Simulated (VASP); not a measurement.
# C in VASP: settings compared, part 2 of 2

VASP 6.6.1. Earlier steps stand in the parts before.

## Step 3: Phonons, PBE

This run uses another cell than the first one, of 47.52 Å³/atom, 1.017 times its volume.

The input, POSCAR:

```
C
1.0
    2.4668512361      0.0000000000      0.0000000000
   -1.2334256181      2.1363558405      0.0000000000
    0.0000000000      0.0000000000     18.0339500000
  C
     2
Direct
     0.0000000000000000    0.0000000000000000    0.5000010628408305
     0.6666666699999979    0.3333333300000021    0.4999989371591695
```

The input, INCAR.step1:

```
SYSTEM = C
  PREC = Accurate
  ENCUT = 600
  EDIFF = 1E-8
  ISMEAR = 0
  SIGMA = 0.1
  LREAL = .FALSE.
  LASPH = .TRUE.
  NELM = 80
  ALGO = Normal
  ISIF = 2
  LWAVE = .FALSE.
  LCHARG = .FALSE.
  GGA = PE
  LATTICE_CONSTRAINTS = .TRUE. .TRUE. .FALSE.
  KPAR = 2
  IBRION = 2
  NSW = 40
  EDIFFG = -0.002
```

The input, INCAR.step2:

```
SYSTEM = C
  PREC = Accurate
  ENCUT = 600
  EDIFF = 1E-8
  ISMEAR = 0
  SIGMA = 0.1
  LREAL = .FALSE.
  LASPH = .TRUE.
  NELM = 80
  ALGO = Normal
  ISIF = 2
  LWAVE = .FALSE.
  LCHARG = .FALSE.
  GGA = PE
  LATTICE_CONSTRAINTS = .TRUE. .TRUE. .FALSE.
  KPAR = 2
  IBRION = 6
  NFREE = 2
  POTIM = 0.015
  NSW = 1
```

The input, KPOINTS:

```
Automatic mesh
0
G
  48 48 1
  0 0 0
```

Potentials or basis: VASP PAW PBE potentials, release 64 (C).

Run with:

```sh
$ cat potpaw_PBE.64/C/POTCAR > POTCAR
$ cp INCAR.step1 INCAR
$ mpirun -np 2 vasp_std > vasp.out
$ cp CONTCAR POSCAR
$ cp INCAR.step2 INCAR
$ mpirun -np 2 vasp_std > vasp.out
```

OUTCAR:

```text
SYSTEM = C
   PREC = Accurate
   ENCUT = 600
   EDIFF = 1E-8
   ISMEAR = 0
   LREAL = .FALSE.
   LASPH = .TRUE.
   NELM = 80
   ISIF = 2
   GGA = PE
   IBRION = 6
   NFREE = 2
   POTIM = 0.015
   NSW = 1

 ion  position               nearest neighbor table
   1  0.000  0.000  0.500-   2 1.42   2 1.42   2 1.42
   2  0.667  0.333  0.500-   1 1.42   1 1.42   1 1.42

  LATTYP: Found a hexagonal cell.
 ALAT       =     2.4668512361
 C/A-ratio  =     7.3105137984

  Lattice vectors:

 A1 = (   2.4668512361,   0.0000000000,   0.0000000000)
 A2 = (  -1.2334256181,   2.1363558405,   0.0000000000)
 A3 = (   0.0000000000,   0.0000000000,  18.0339500000)

Analysis of symmetry for initial positions (statically):
=====================================================================
 Subroutine PRICEL returns:
 Original cell was already a primitive cell.

 Routine SETGRP: Setting up the symmetry group for a
 hexagonal supercell.

 Subroutine GETGRP returns: Found 24 space group operations
 (whereof 12 operations were pure point group operations)
 out of a pool of 24 trial point group operations.

The static configuration has the point symmetry D_3h.
 The point group associated with its full space group is D_6h.

Analysis of symmetry for dynamics (positions and initial velocities):
=====================================================================
 Subroutine PRICEL returns:
 Original cell was already a primitive cell.

 Routine SETGRP: Setting up the symmetry group for a
 hexagonal supercell.
[... 311 lines left out ...]

 E-fermi :  -2.5842     XC(G=0):  -2.3898

 val. band max:       -2.5842420556   @ k =   0.3333   0.3333   0.0000
 cond. band min:      -2.5842399304   @ k =   0.3333   0.3333   0.0000
 fundamental gap:      0.0000021251
 Fermi energy:        -2.5842411706

 k-point     1 :       0.0000    0.0000    0.0000
  band No.  band energies     occupation
      1     -22.0974      2.00000
      2     -10.1934      2.00000
      3      -5.6289      2.00000
      4      -5.6289      2.00000
      5       0.6797      0.00000
      6       1.5027      0.00000
      7       1.9172      0.00000
      8       3.0971      0.00000
[... 243 lines left out ...]
 k-point    24 :       0.4792    0.0000    0.0000
  band No.  band energies     occupation
      1     -17.0272      2.00000
      2     -15.6361      2.00000
      3      -8.9921      2.00000
      4      -5.0081      2.00000
      5      -0.8255      0.00000
      6       4.7770      0.00000
      7       7.9705      0.00000
      8       8.8509      0.00000

 [... further k-points ...]
[... 5 lines left out ...]
  --------------------------------------------------------------------------------------
  -------------------------------------------------------------------------------------
  Total       -0.0028415     -0.0028415     -0.0413307      0.0000000      0.0000000      0.0000000
  in kB       -0.0479018     -0.0479018     -0.6967479      0.0000000      0.0000000      0.0000000
  external PRESSURE =      -0.2641838 kB  Pullay stress =       0.0000000 kB
[... 17 lines left out ...]
  FREE ENERGIE OF THE ION-ELECTRON SYSTEM (eV)
  ---------------------------------------------------
  free  energy   TOTEN  =       -18.4547632269 eV

  energy  without entropy=      -18.4546652688  energy(sigma->0) =      -18.45471425

 INTERNAL STRAIN TENSORS FROM DISPLACED ATOMS
 ============================================

 INTERNAL STRAIN TENSOR FOR ION    1 for displacements in x,y,z  (eV/Angst):
          X           Y           Z          XY          YZ          ZX
  --------------------------------------------------------------------------------
  x    -0.00000     0.00000    -0.00000    11.20959     0.00000     0.00000
  y    11.20959   -11.20959     0.00000     0.00000     0.00000     0.00000
  z     0.00000     0.00000     0.00000    -0.00000     0.00000     0.00000

 INTERNAL STRAIN TENSOR FOR ION    2 for displacements in x,y,z  (eV/Angst):
          X           Y           Z          XY          YZ          ZX
  --------------------------------------------------------------------------------
  x     0.00000    -0.00000     0.00000   -11.20959     0.00000     0.00000
  y   -11.20959    11.20959     0.00000    -0.00000     0.00000     0.00000
  z     0.00000     0.00000     0.00000     0.00000     0.00000     0.00000

 Eigenvectors and eigenvalues of the dynamical matrix
 ----------------------------------------------------

   1 f  =   46.630438 THz   292.987686 2PiTHz 1555.424001 cm-1   192.847911 meV
             X         Y         Z           dx          dy          dz
      0.000000  0.000000  9.016994     0.006594   -0.707076   -0.000000
      1.233426  0.712119  9.016956    -0.006594    0.707076    0.000000
[... 16 lines left out ...]
   5 f  =    0.000000 THz     0.000001 2PiTHz    0.000005 cm-1     0.000001 meV
             X         Y         Z           dx          dy          dz
      0.000000  0.000000  9.016994    -0.000000    0.000000   -0.707107
      1.233426  0.712119  9.016956     0.000000    0.000000   -0.707107

   6 f/i=    0.000000 THz     0.000002 2PiTHz    0.000008 cm-1     0.000001 meV
             X         Y         Z           dx          dy          dz
      0.000000  0.000000  9.016994     0.313775   -0.633676   -0.000000
      1.233426  0.712119  9.016956     0.313775   -0.633676    0.000000

 ELASTIC MODULI CONTR FROM IONIC RELAXATION (kBar)
 Direction    XX          YY          ZZ          XY          YZ          ZX
 --------------------------------------------------------------------------------
 XX         -39.6457     39.6457     -0.0000      0.0000      0.0000      0.0000
 YY          39.6457    -39.6457      0.0000      0.0000      0.0000      0.0000
 ZZ          -0.0000      0.0000     -0.0000      0.0000      0.0000      0.0000
 XY           0.0000      0.0000      0.0000    -39.6457      0.0000      0.0000
 YZ           0.0000      0.0000      0.0000      0.0000      0.0000      0.0000
 ZX           0.0000      0.0000      0.0000      0.0000      0.0000      0.0000
 --------------------------------------------------------------------------------
```

OSZICAR.step1:

```text
N       E                     dE             d eps       ncg     rms          rms(c)
DAV:   1     0.627598875497E+02    0.62760E+02   -0.36363E+03  3488   0.819E+02
DAV:   2    -0.146837904248E+02   -0.77444E+02   -0.63847E+02  5096   0.138E+02
DAV:   3    -0.196769278683E+02   -0.49931E+01   -0.48014E+01  5104   0.542E+01
[... 13 lines left out ...]
DAV:  17    -0.184566380633E+02   -0.10037E-04   -0.16834E-07  3960   0.234E-03    0.654E-04
DAV:  18    -0.184566403861E+02   -0.23228E-05   -0.40035E-08  4376   0.799E-04    0.821E-05
DAV:  19    -0.184566406378E+02   -0.25169E-06   -0.30818E-09  4560   0.240E-04    0.525E-05
DAV:  20    -0.184566407006E+02   -0.62836E-07   -0.81742E-10  4536   0.129E-04    0.295E-06
DAV:  21    -0.184566407029E+02   -0.22897E-08   -0.88279E-12  5096   0.198E-05
   1 F= -.18456641E+02 E0= -.18456592E+02  d E =-.184566E+02
```

Run time: 8.1 min. Hardware: 2 MPI ranks of Intel Xeon 6975P-C (Granite Rapids), shared host; peak memory 1.5 GiB.

Results:

```yaml
Highest_phonon_frequency_at_Γ: 1555 cm⁻¹
```

Phonon frequencies in cm⁻¹ (negative: imaginary):
```
              q point          frequencies
(0.000, 0.000, 0.000)  0 0 0 871 1555 1555
```

## Step 4: Band structure, PBE+D3(BJ)

This run uses another cell than the first one, of 47.49 Å³/atom, 1.016 times its volume.

The input, INCAR:

```
SYSTEM = C
ALGO     = Normal         ! electronic algorithm
DIPOL    = 0.5 0.5 0.500
EDIFF    = 1E-7           ! SCF threshold, eV
ENCUT    = 520            ! plane-wave cutoff, eV
GGA      = PE             ! functional
IDIPOL   = 3            
ISIF     = 2              ! what is computed and relaxed
ISMEAR   = 0              ! smearing method
IVDW     = 12             ! dispersion correction
LASPH    = .TRUE.         ! aspherical terms in the spheres
LCHARG   = .FALSE.        ! write CHGCAR
LDIPOL   = .TRUE.       
LREAL    = .FALSE.        ! projectors in reciprocal space
LVACPOTAV= .TRUE.       
LVHAR    = .TRUE.       
LWAVE    = .FALSE.        ! write WAVECAR
NBANDS   = 11             ! bands
NELM     = 80             ! most SCF steps
PREC     = Accurate       ! precision mode
SIGMA    = 0.03           ! smearing width, eV
```

The input, KPOINTS:

```
k-points
0
G
  15 15 1
  0 0 0
```

The input, POSCAR:

```
C                                       
1.0
    2.4660722287      0.0000000000      0.0000000000
   -1.2330361144      2.1356812003      0.0000000000
    0.0000000000      0.0000000000     18.0339500000
  C             
     2
Direct
     0.0000000000000000    0.0000000000000000    0.5000006526678646
     0.6666666699999979    0.3333333300000021    0.4999993473321354
```

The input, KPOINTS_OPT:

```
explicit points
67
Reciprocal
 0.0000000000  0.0000000000  0.0000000000 1
 0.0357142900  0.0000000000  0.0000000000 1
 0.0714285700  0.0000000000  0.0000000000 1
 0.1071428600  0.0000000000  0.0000000000 1
 0.1428571400  0.0000000000  0.0000000000 1
 0.1785714300  0.0000000000  0.0000000000 1
 0.2142857100  0.0000000000  0.0000000000 1
 0.2500000000  0.0000000000  0.0000000000 1
 0.2857142900  0.0000000000  0.0000000000 1
 0.3214285700  0.0000000000  0.0000000000 1
 0.3571428600  0.0000000000  0.0000000000 1
 0.3928571400  0.0000000000  0.0000000000 1
 0.4285714300  0.0000000000  0.0000000000 1
 0.4642857100  0.0000000000  0.0000000000 1
 0.5000000000  0.0000000000  0.0000000000 1
 0.4791666700  0.0416666700  0.0000000000 1
 0.4583333300  0.0833333300  0.0000000000 1
 0.4375000000  0.1250000000  0.0000000000 1
 0.4166666700  0.1666666700  0.0000000000 1
 0.3958333300  0.2083333300  0.0000000000 1
 0.3750000000  0.2500000000  0.0000000000 1
 0.3541666700  0.2916666700  0.0000000000 1
 0.3333333300  0.3333333300  0.0000000000 1
 0.3137254900  0.3137254900  0.0000000000 1
 0.2941176500  0.2941176500  0.0000000000 1
 0.2745098000  0.2745098000  0.0000000000 1
 0.2549019600  0.2549019600  0.0000000000 1
 0.2352941200  0.2352941200  0.0000000000 1
 0.2156862700  0.2156862700  0.0000000000 1
 0.1960784300  0.1960784300  0.0000000000 1
 0.1764705900  0.1764705900  0.0000000000 1
 0.1568627500  0.1568627500  0.0000000000 1
 0.1372549000  0.1372549000  0.0000000000 1
 0.1176470600  0.1176470600  0.0000000000 1
 0.0980392200  0.0980392200  0.0000000000 1
 0.0784313700  0.0784313700  0.0000000000 1
 0.0588235300  0.0588235300  0.0000000000 1
 0.0392156900  0.0392156900  0.0000000000 1
 0.0196078400  0.0196078400  0.0000000000 1
 0.0000000000  0.0000000000  0.0000000000 1
 0.0000000000  0.0000000000  0.0000000000 1
 0.0047173500 -0.0023586800  0.0000000000 1
-0.0047173500  0.0023586800  0.0000000000 1
 0.0137589400 -0.0068794700  0.0000000000 1
-0.0137589400  0.0068794700  0.0000000000 1
-0.0000000000  0.0040853500  0.0000000000 1
 0.0000000000 -0.0040853500  0.0000000000 1
-0.0000000000  0.0119156000  0.0000000000 1
 0.0000000000 -0.0119156000  0.0000000000 1
 0.5000000000  0.0000000000  0.0000000000 1
 0.5047173500 -0.0023586800  0.0000000000 1
 0.4952826500  0.0023586800  0.0000000000 1
 0.5137589400 -0.0068794700  0.0000000000 1
 0.4862410600  0.0068794700  0.0000000000 1
 0.5000000000  0.0040853500  0.0000000000 1
 0.5000000000 -0.0040853500  0.0000000000 1
 0.5000000000  0.0119156000  0.0000000000 1
 0.5000000000 -0.0119156000  0.0000000000 1
 0.3333333300  0.3333333300  0.0000000000 1
 0.3380506800  0.3309746500  0.0000000000 1
 0.3286159800  0.3356920100  0.0000000000 1
 0.3470922700  0.3264538600  0.0000000000 1
 0.3195743900  0.3402128000  0.0000000000 1
 0.3333333300  0.3374186800  0.0000000000 1
 0.3333333300  0.3292479800  0.0000000000 1
 0.3333333300  0.3452489300  0.0000000000 1
 0.3333333300  0.3214177300  0.0000000000 1
```

Potentials or basis: VASP PAW PBE potentials, release 64 (C).

Run with:

```sh
$ cat potpaw_PBE.64/C/POTCAR > POTCAR
$ mpirun -np 1 vasp_std > vasp.out
```

OUTCAR:

```text
SYSTEM = C
   EDIFF = 1E-7
   ENCUT = 520
   GGA = PE
   ISIF = 2
   ISMEAR = 0
   IVDW = 12
   LASPH = .TRUE.
   LREAL = .FALSE.
   NELM = 80
   PREC = Accurate
 IVDW          = 12

 ion  position               nearest neighbor table
   1  0.000  0.000  0.500-   2 1.42   2 1.42   2 1.42
   2  0.667  0.333  0.500-   1 1.42   1 1.42   1 1.42

  LATTYP: Found a hexagonal cell.
 ALAT       =     2.4660722287
 C/A-ratio  =     7.3128231161

  Lattice vectors:

 A1 = (   2.4660722287,   0.0000000000,   0.0000000000)
 A2 = (  -1.2330361144,   2.1356812003,   0.0000000000)
 A3 = (   0.0000000000,   0.0000000000,  18.0339500000)

Analysis of symmetry for initial positions (statically):
=====================================================================
 Subroutine PRICEL returns:
 Original cell was already a primitive cell.

 Routine SETGRP: Setting up the symmetry group for a
 hexagonal supercell.

 Subroutine GETGRP returns: Found 24 space group operations
 (whereof 12 operations were pure point group operations)
 out of a pool of 24 trial point group operations.

The static configuration has the point symmetry D_3h.
 The point group associated with its full space group is D_6h.

Analysis of symmetry for dynamics (positions and initial velocities):
=====================================================================
 Subroutine PRICEL returns:
 Original cell was already a primitive cell.

 Routine SETGRP: Setting up the symmetry group for a
 hexagonal supercell.

 Subroutine GETGRP returns: Found 24 space group operations
 (whereof 12 operations were pure point group operations)
 out of a pool of 24 trial point group operations.

The dynamic configuration has the point symmetry D_3h.
 The point group associated with its full space group is D_6h.

 Subroutine INISYM returns: Found 24 space group operations
 (whereof 12 operations are pure point group operations),
 and found     1 'primitive' translations

----------------------------------------------------------------------------------------

                                     Primitive cell

  volume of cell :      94.9802

[... 125 lines left out ...]

 number of electron       7.9999997 magnetization

 dipolmoment           0.000000      0.000000      0.000000 electrons x Angstroem

 Free energy of the ion-electron system (eV)
  ---------------------------------------------------
  ext. energy  EPLUGINS =         0.00000000
  ---------------------------------------------------
  free energy    TOTEN  =       -18.44829865 eV

  energy without entropy =      -18.44799775  energy(sigma->0) =      -18.44814820

 E-fermi :  -2.5793     XC(G=0):  -2.3920

 val. band max:       -2.5793197784   @ k =   0.3333   0.3333   0.0000
 cond. band min:      -2.5793194950   @ k =   0.3333   0.3333   0.0000
 fundamental gap:      0.0000002833
 Fermi energy:        -2.5793196368

 k-point     1 :       0.0000    0.0000    0.0000
  band No.  band energies     occupation
      1     -22.1010      2.00000
      2     -10.1958      2.00000
      3      -5.6255      2.00000
      4      -5.6255      2.00000
      5       0.6807      0.00000
      6       1.5020      0.00000
      7       1.9139      0.00000
      8       3.1055      0.00000
      9       3.6490      0.00000
     10       5.7254      0.00000
     11       5.7254      0.00000
[... 309 lines left out ...]
 k-point    24 :       0.4000    0.2000    0.0000
  band No.  band energies     occupation
      1     -16.2534      2.00000
      2     -15.2632      2.00000
      3     -11.4249      2.00000
      4      -4.0805      2.00000
      5      -1.2811      0.00000
      6       8.2259      0.00000
      7       8.7450      0.00000
      8       9.3226      0.00000
      9       9.5507      0.00000
     10      10.5719      0.00000
     11      11.0696      0.00000

 [... further k-points ...]

------------------------ aborting loop because EDIFF is reached ----------------------------------------

 Edisp (eV)   -0.17727

 E8    (eV) :    -0.0554

  FORCE on cell =-STRESS in cart. coord.  units (eV):
  Direction    XX          YY          ZZ          XY          YZ          ZX
  --------------------------------------------------------------------------------------
  -------------------------------------------------------------------------------------
  Total       0.06014     0.06014    -0.01154    -0.00000    -0.00000     0.00000
  in kB       1.01441     1.01441    -0.19458    -0.00000    -0.00000     0.00000
  external pressure =        0.61 kB  Pullay stress =        0.00 kB

 VOLUME and BASIS-vectors are now :
 -----------------------------------------------------------------------------
  energy-cutoff  :      520.00
  volume of cell :       94.98
      direct lattice vectors                 reciprocal lattice vectors
     2.466072229  0.000000000  0.000000000     0.405503127  0.234117339  0.000000000
    -1.233036114  2.135681200  0.000000000     0.000000000  0.468234678  0.000000000
     0.000000000  0.000000000 18.033950000     0.000000000  0.000000000  0.055450969

 POSITION                                       TOTAL-FORCE (eV/Angst)
 -----------------------------------------------------------------------------------
      0.00000      0.00000      9.01699        -0.000000      0.000000      0.000000
      1.23304      0.71189      9.01696         0.000000     -0.000000      0.000000
 -----------------------------------------------------------------------------------
    total drift:                               -0.000002      0.000001     -0.000000

  FREE ENERGIE OF THE ION-ELECTRON SYSTEM (eV)
  ---------------------------------------------------
  free  energy   TOTEN  =       -18.6255688921 eV

  energy  without entropy=      -18.6252679910  energy(sigma->0) =      -18.62541844

 vacuum level on the upper side and lower side of the slab         1.666         1.666
```

OSZICAR:

```text
N       E                     dE             d eps       ncg     rms          rms(c)
DAV:   1     0.542122906916E+02    0.54212E+02   -0.31693E+03   594   0.525E+02
DAV:   2    -0.145394660473E+02   -0.68752E+02   -0.58630E+02   823   0.122E+02
[... 33 lines left out ...]
DAV:   5    -0.244562674599E+04   -0.44578E-01      766
DAV:   6    -0.244562856382E+04   -0.18178E-02      976
DAV:   7    -0.244562864657E+04   -0.82755E-04      815
DAV:   8    -0.244562864658E+04   -0.90026E-08      680
       N       E                     dE             ncg
DAV:   1     0.168985532767E+04   -0.55361E+04      286
DAV:   2     0.755831731344E+03   -0.93402E+03      383
DAV:   3     0.710112269329E+03   -0.45719E+02      492
DAV:   4     0.710013918136E+03   -0.98351E-01      494
DAV:   5     0.710013597494E+03   -0.32064E-03      466
DAV:   6     0.710013593870E+03   -0.36242E-05      500
DAV:   7     0.710013593857E+03   -0.12467E-07      458
```

Wall time 46 s (1 thread of Intel Xeon Platinum 8559C (Emerald Rapids), shared host); peak memory 0.22 GiB.

What came out:

* Free energy: -18.6256 eV
* Band gap along the path: none (metal or under the smearing width)
* Dispersion energy per atom: -0.089 eV
* Work function of the upper face: 4.25 eV
* Work function of the lower face: 4.25 eV

Levels at points of the mesh, in eV from the Fermi level:
| k point | band 2 | band 3 | band 4 | band 5 | band 6 | band 7 |
| --- | --- | --- | --- | --- | --- | --- |
| (0.00, 0.00, 0.00) | -7.62 | -3.05 | -3.05 | 3.26 | 4.08 | 4.49 |
